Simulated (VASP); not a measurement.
## TiH2: single point with PBEsol

The system is TiH2.

```
CELL_PARAMETERS angstrom
-1.59650 1.59650 2.13350
1.59650 -1.59650 2.13350
1.59650 1.59650 -2.13350
ATOMIC_POSITIONS crystal
Ti 0.94141 0.94141 0.00000
H 0.75000 0.25000 0.50000
H 0.25000 0.75000 0.50000
```

The cell isn't the ideal one: all Ti atoms moved -0.250 Å, as atom 1 along Cartesian [0 0 1].

```
Program                : VASP 6.6.1
Task                   : single point
Functional             : PBEsol
Potentials or basis    : VASP PAW PBE potentials, release 64 (Ti_sv, H)
Cutoff                 : 520 eV
k mesh                 : 20 × 20 × 20
Occupations            : gaussian, width 0.15 eV
Spin                   : no spin polarisation
Dipole correction      : no
Further INCAR settings : ALGO = Fast; EDIFF = 1e-06; NBANDS = 14
```

```json
{"Pressure": "-1.8 GPa", "Largest force": "2.191 eV/Å", "Band gap on the k mesh": "none (metal or under the smearing width)"}
```

Forces in eV/Å, atoms in the order of the input:
```
Ti   0.000  0.000  2.191
H    0.000  0.000 -1.096
H    0.000  0.000 -1.096
```

Stress tensor (GPa, compression positive):
```
-0.87  0.00  0.00
 0.00 -0.87  0.00
 0.00  0.00 -3.67
```

Levels at points of the mesh, in eV from the Fermi level:
```csv
k point,band 3,band 4,band 5,band 6,band 7,band 8,band 9,band 10,band 11,band 12
"(0.00, 0.00, 0.00)",-33.12,-33.12,-10.39,-1.57,-0.26,-0.26,1.35,1.66,2.64,14.22
"(0.50, 0.00, 0.00)",-33.18,-33.16,-7.12,-5.06,-0.30,0.06,2.20,2.43,4.70,7.30
"(0.50, 0.50, 0.00)",-33.26,-33.23,-5.41,-5.29,-2.99,2.24,2.41,2.62,5.70,6.84
"(0.50, 0.50, 0.50)",-33.27,-33.27,-6.27,-5.04,-2.27,2.44,2.48,2.48,7.15,7.15
```

It took 3.1 min on 1 thread of Intel(R) Xeon(R) Platinum 8559C (Emerald Rapids) (shared host), peak memory 0.3 GiB.

Caveat: the PAW data sets were made with another functional, which shifts forces and pressure a little.
